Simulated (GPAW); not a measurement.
# ZrN (Fm-3m) in GPAW: single point with PBE

Aim: the single point of ZrN with PBE.

All numbers are computed with GPAW 26.7.0; they aren't measurements. Logs are shortened: lines on timing, memory, paths and dates and some standing lists are left out, and cuts for length are marked. The log counts tension as positive stress, the text compression.

## 1. The structure

Symmetry: Fm-3m, No. 225, cubic system. Conventional cell: a = 4.600 Å, b = 4.600 Å, c = 4.600 Å, α = 90.00°, β = 90.00°, γ = 90.00°. Zr (site symmetry m-3m) has 6 N at 2.30 Å as nearest neighbours. N (site symmetry m-3m) has 6 Zr at 2.30 Å as nearest neighbours.

## 2. Single point, PBE

The input, run.py:

```python
from ase.dft.bandgap import bandgap
from ase.io import read, write
from ase.units import GPa
from gpaw import GPAW, PW

atoms = read('ZrN.xyz')

calc = GPAW(mode=PW(650),
            xc='PBE',
            kpts={'size': (8, 8, 8), 'gamma': True},
            occupations={'name': 'fermi-dirac', 'width': 0.05},
            nbands=19,
            maxiter=120,
            txt='gpaw.txt')
atoms.calc = calc
energy = atoms.get_potential_energy()
forces = atoms.get_forces()
stress = atoms.get_stress()
calc.write('gs.gpw')
write('result.traj', atoms)
print(f'Energy: {energy:.6f} eV')
print('Forces (eV/A):')
print(forces.round(4))
print('Stress (GPa):', (stress / GPa).round(3))
print('Fermi level:', round(calc.get_fermi_level(), 4), 'eV')
print(f'Gap: {bandgap(calc)[0]:.4f} eV, direct: {bandgap(calc, direct=True)[0]:.4f} eV')
```

The input, ZrN.xyz:

```xyz
2
Lattice="0.0000000000 2.3000000000 2.3000000000 2.3000000000 0.0000000000 2.3000000000 2.3000000000 2.3000000000 0.0000000000" Properties=species:S:1:pos:R:3 pbc="T T T"
Zr     2.3000000000      2.3000000000      2.3000000000
N      0.0000000000      0.0000000000      0.0000000000
```

Potentials or basis: GPAW PAW data sets (gpaw-data 1.2.1), pw.

Started as:

```bash
OMP_NUM_THREADS=1 python run.py
```

gpaw.txt:

```text
__  _  _
 | _ |_)|_||  |
 |__||  | ||/\| - 26.7.0

Input parameters:
  mode=PW(ecut=650.0),
  kpts=MonkhorstPack(size=(8, 8, 8), gamma=True),
  maxiter=120,
  nbands=19,
  occupations=Occupations(name='fermi-dirac', width=0.05),
  xc=XC(name='PBE')

Diagonalizing LCAO Hamiltonian
Converting LCAO to pw mode

              Zr

       N

Atoms  # Å, Bohr magnetons
|   | symbol |        x |        y |        z |    initial magnetic moments |
|---|--------|----------|----------|----------|-----------------------------|
| 0 |     Zr | 2.300000 | 2.300000 | 2.300000 | ( 0.0000,  0.0000,  0.0000) |
| 1 |      N | 0.000000 | 0.000000 | 0.000000 | ( 0.0000,  0.0000,  0.0000) |

Unit cell  # Å
| periodic |        x |        y |        z |  lengths |    angles |
|----------|----------|----------|----------|----------|-----------|
|      yes | 0.000000 | 2.300000 | 2.300000 | 3.252691 | 60.000000 |
|      yes | 2.300000 | 0.000000 | 2.300000 | 3.252691 | 60.000000 |
|      yes | 2.300000 | 2.300000 | 0.000000 | 3.252691 | 60.000000 |

Number of symmetries: 48
Symmetry operations  # r_c * U_cc + t_c -> r_c
|    | kind |            matrix            |
|----|------|------------------------------|
|  0 |  σ   |  1, 0, 0,  1, 0,-1,  1,-1, 0 |
|  1 |  C2  |  1, 0, 0,  1,-1, 0,  1, 0,-1 |
|  2 |  E   |  1, 0, 0,  0, 1, 0,  0, 0, 1 |
|  3 |  σ   |  1, 0, 0,  0, 0, 1,  0, 1, 0 |
|  4 |  C4  |  1, 0,-1,  1, 0, 0,  1,-1, 0 |
|  5 |  S6  |  1, 0,-1,  1,-1, 0,  1, 0, 0 |
|  6 |  σ   |  1, 0,-1,  0, 1,-1,  0, 0,-1 |
|  7 |  C3  |  1, 0,-1,  0, 0,-1,  0, 1,-1 |
|  8 |  S6  |  1,-1, 0,  1, 0, 0,  1, 0,-1 |
|  9 |  C4  |  1,-1, 0,  1, 0,-1,  1, 0, 0 |
| 10 |  C3  |  1,-1, 0,  0,-1, 1,  0,-1, 0 |
| 11 |  σ   |  1,-1, 0,  0,-1, 0,  0,-1, 1 |
| 12 |  σ   |  0, 1, 0,  1, 0, 0,  0, 0, 1 |
| 13 |  C4  |  0, 1, 0,  0, 1,-1, -1, 1, 0 |
| 14 |  C3  |  0, 1, 0,  0, 0, 1,  1, 0, 0 |
| 15 |  S6  |  0, 1, 0, -1, 1, 0,  0, 1,-1 |
| 16 |  C2  |  0, 1,-1,  1, 0,-1,  0, 0,-1 |
| 17 |  σ   |  0, 1,-1,  0, 1, 0, -1, 1, 0 |
| 18 |  S4  |  0, 1,-1,  0, 0,-1,  1, 0,-1 |
| 19 |  C4  |  0, 1,-1, -1, 1, 0,  0, 1, 0 |
| 20 |  C3  |  0, 0, 1,  1, 0, 0,  0, 1, 0 |
| 21 |  σ   |  0, 0, 1,  0, 1, 0,  1, 0, 0 |
| 22 |  S6  |  0, 0, 1,  0,-1, 1, -1, 0, 1 |
| 23 |  C4  |  0, 0, 1, -1, 0, 1,  0,-1, 1 |
| 24 |  S4  |  0, 0,-1,  1, 0,-1,  0, 1,-1 |
| 25 |  C3  |  0, 0,-1,  0, 1,-1,  1, 0,-1 |
| 26 |  C2  |  0, 0,-1,  0,-1, 0, -1, 0, 0 |
| 27 |  S6  |  0, 0,-1, -1, 0, 0,  0,-1, 0 |
| 28 |  S4  |  0,-1, 1,  1,-1, 0,  0,-1, 0 |
| 29 |  C4  |  0,-1, 1,  0, 0, 1, -1, 0, 1 |
| 30 |  C2  |  0,-1, 1,  0,-1, 0,  1,-1, 0 |
| 31 |  σ   |  0,-1, 1, -1, 0, 1,  0, 0, 1 |
| 32 |  C3  |  0,-1, 0,  1,-1, 0,  0,-1, 1 |
| 33 |  S6  |  0,-1, 0,  0, 0,-1, -1, 0, 0 |
| 34 |  S4  |  0,-1, 0,  0,-1, 1,  1,-1, 0 |
| 35 |  C2  |  0,-1, 0, -1, 0, 0,  0, 0,-1 |
| 36 |  C2  | -1, 1, 0,  0, 1, 0,  0, 1,-1 |
| 37 |  S6  | -1, 1, 0,  0, 1,-1,  0, 1, 0 |
| 38 |  S4  | -1, 1, 0, -1, 0, 1, -1, 0, 0 |
| 39 |  C3  | -1, 1, 0, -1, 0, 0, -1, 0, 1 |
| 40 |  S6  | -1, 0, 1,  0, 0, 1,  0,-1, 1 |
| 41 |  C2  | -1, 0, 1,  0,-1, 1,  0, 0, 1 |
| 42 |  C3  | -1, 0, 1, -1, 1, 0, -1, 0, 0 |
| 43 |  S4  | -1, 0, 1, -1, 0, 0, -1, 1, 0 |
| 44 |  C2  | -1, 0, 0,  0, 0,-1,  0,-1, 0 |
| 45 |  i   | -1, 0, 0,  0,-1, 0,  0, 0,-1 |
| 46 |  σ   | -1, 0, 0, -1, 1, 0, -1, 0, 1 |
| 47 |  C2  | -1, 0, 0, -1, 0, 1, -1, 1, 0 |

BZ-sampling:
  Number of BZ points: 512
  Number of IBZ points: 29

  Monkhorst-Pack size: [8, 8, 8]
  Monkhorst-Pack shift: [0.0625, 0.0625, 0.0625]

K-points  # in reciprocal-cell coordinates
|     |                                coordinates |     weight |
|-----|--------------------------------------------|------------|
|   0 | (  0.00000000,   0.00000000,   0.00000000) | 0.00195312 |
|   1 | (  0.12500000,   0.12500000,   0.00000000) | 0.01171875 |
|   2 | (  0.12500000,   0.12500000,   0.12500000) | 0.01562500 |
|   3 | (  0.25000000,   0.12500000,   0.12500000) | 0.02343750 |
|   4 | (  0.25000000,   0.25000000,   0.00000000) | 0.01171875 |
|   5 | (  0.25000000,   0.25000000,   0.12500000) | 0.04687500 |
|   6 | (  0.25000000,   0.25000000,   0.25000000) | 0.01562500 |
|   7 | (  0.37500000,   0.25000000,  -0.37500000) | 0.04687500 |
|   8 | (  0.37500000,   0.25000000,   0.12500000) | 0.04687500 |
|   9 | (  0.37500000,   0.25000000,   0.25000000) | 0.04687500 |
| ... |                                            |            |
|  28 | (  0.50000000,   0.50000000,   0.50000000) | 0.00781250 |

Plane wave coefficients: 941
Cutoff: 650.0 eV

Spin-components: 1 (collinear spins)
Bands:           19
Projectors:      11
Spin-degeneracy: 2
Datatype:        complex128

Parallelization:
  kpt:    1
  domain: 1
  band:   1

Density:
  Valence electrons: 17.0
  Components: 1
  Grid points: [20 20 20]
  Charge: 0.0  # |e|

Potential:
  Grid points: [20 20 20]

species:
  Zr:
    name:    Zirconium
    Z:       40.0
    valence: 12
    core:    28
    charge:  0.0  # [|e|]
    compensation charges:
      type: gauss
      rc: 0.40  # [Å]
      lmax: 2
    cutoffs:
      filter: 2.39  # [Å]
      core: 1.59  # [Å]
    projectors
    | kind |    occ | energy [eV] | rcut [Å] |
    |------|--------|-------------|----------|
    |   4s |  2.000 |     -54.478 |    1.323 |
    |   5s |  2.000 |      -4.438 |    1.323 |
    |   4p |  6.000 |     -32.467 |    1.334 |
    |   5p |  0.000 |      -1.470 |    1.334 |
    |   4d |  2.000 |      -3.600 |    1.244 |
    |    d |        |      23.611 |    1.244 |

    Using partial waves for Zr as LCAO basis

  N:
    name:    Nitrogen
    Z:       7.0
    valence: 5
    core:    2
    charge:  0.0  # [|e|]
    compensation charges:
      type: gauss
      rc: 0.18  # [Å]
      lmax: 2
    cutoffs:
      filter: 1.11  # [Å]
      core: 0.96  # [Å]
    projectors
    | kind |    occ | energy [eV] | rcut [Å] |
    |------|--------|-------------|----------|
    |   2s |  2.000 |     -18.583 |    0.603 |
    |   2p |  3.000 |      -7.089 |    0.529 |
    |    s |        |       8.629 |    0.603 |
    |    p |        |      20.123 |    0.529 |
    |    d |        |       0.000 |    0.577 |

    Using partial waves for N as LCAO basis

Reference energy: -99375.292739  # eV

eigensolver:
  PPCG
  Converge bands: occupied
  niter=2

density mixing:
  MSR1-Mixer
  Pratt-step length: 0.05
  Maximum mixing coefficient: 0.75
  Old densities: 10
  SVD Regularization: 0.005
  Good broyden scale: 1.0
  Trust region scale: 1.0
  Backstep threshold: 4.0
  History deletion threshold: 6.0
  Fourier metric: weight=20.0, sigma=0.015

occupation numbers:
  Fermi-Dirac:
    width: 0.0500  # eV

poisson solver:
  ecut: 5200.0  # eV

xc functional:
  name: PBE with 2 nearest neighbor stencil

convergence criteria:
- Maximum [total energy] change in last 3 cyles: 0.0005 eV / valence electron
- Maximum integral of absolute [dens]ity change: 0.0001 electrons / valence electron
- Maximum integral of absolute [eigenst]ate change: 4e-08 eV^2 / valence electron
maximum number of iterations: 120

SCF iterations
|iter     | |      energy | eigst |  dens |
|---------|-|-------------|-------|-------|
|iter:   1| |  -21.141887 | +0.14 |       |
|iter:   2| |  -20.553512 | -1.84 | -0.89 |
|iter:   3| |  -19.281272 | -1.20 | -0.96 |
|iter:   4| |  -19.277653 | -2.93 | -1.62 |
|iter:   5| |  -19.280269c| -3.20 | -1.82 |
|iter:   6| |  -19.280052c| -4.58 | -2.84 |
|iter:   7| |  -19.280051c| -6.15 | -3.41 |
|iter:   8| |  -19.280055c| -7.08 | -3.95 |
|iter:   9| |  -19.280054c| -8.38c| -4.63c|

Converged in 9 steps
Energy contributions relative to reference atoms: (reference = -99375.292739)

Energy contributions:
  Kinetic:          12.806009
  Coulomb:         -14.767177
  Zero:              0.318057
  External:          0.000000
  Xc:              -17.632064
  Entropy:          -0.009756
  Spinorbit:         0.000000
  ----------------------------
  Free energy:     -19.284932
  Extrapolated:    -19.280054

dipole moment: (-11.431376, -11.431376, -11.431376)  # |e|*Ang

Fermi level: 12.781
Eigenvalues  # (at kpt = [0.000, 0.000, 0.000])
| band index |      eig [eV] | occ [0-2] |
|------------|---------------|-----------|
|          0 |       -36.848 |     2.000 |
|        ... |               |           |
|          3 |       -14.488 |     2.000 |
|          4 |        -3.455 |     2.000 |
|          5 |        10.139 |     2.000 |
|          6 |        10.139 |     2.000 |
|          7 |        10.140 |     2.000 |
|          8 |        12.384 |     1.999 |
[... 8 lines left out ...]
|         17 |        35.015 |     0.000 |
|         18 |        37.412 |     0.000 |

No gap
No difference between direct/indirect transitions

Forces  # eV/Ang
|        x |       y |       z |
|----------|---------|---------|
|  0.00000 | 0.00000 | 0.00000 |  # Zr   0
| -0.00000 | 0.00000 | 0.00000 |  # N    1

Stress tensor  # eV/Ang^3
|         x |         y |         z |
|-----------|-----------|-----------|
|  0.034165 | -0.000000 | -0.000000 |
| -0.000000 |  0.034165 | -0.000000 |
| -0.000000 | -0.000000 |  0.034165 |

# Writing to gs.gpw (mode='')
```

Run time: 11 s. Hardware: 1 thread of Arm Neoverse V1, shared host; peak memory 0.15 GiB.

Results:

* Free energy: -19.2849 eV
* Pressure: -5.5 GPa
* Band gap on the k mesh: none (metal or under the smearing width)

Levels at points of the mesh, in eV from the Fermi level:
| k point | band 6 | band 7 | band 8 | band 9 | band 10 | band 11 | band 12 | band 13 |
| --- | --- | --- | --- | --- | --- | --- | --- | --- |
| (0.00, 0.00, 0.00) | -2.64 | -2.64 | -2.64 | -0.40 | -0.40 | -0.40 | 1.55 | 1.55 |
| (0.50, 0.50, 0.00) | -4.57 | -3.43 | -3.15 | -3.15 | 3.31 | 4.45 | 4.45 | 4.84 |
| (0.50, 0.50, 0.50) | -7.60 | -5.62 | -5.62 | 2.97 | 3.03 | 3.03 | 4.70 | 7.60 |

Caveat: the cutoff is short for stress and forces, so pressures can be off by a GPa or more.
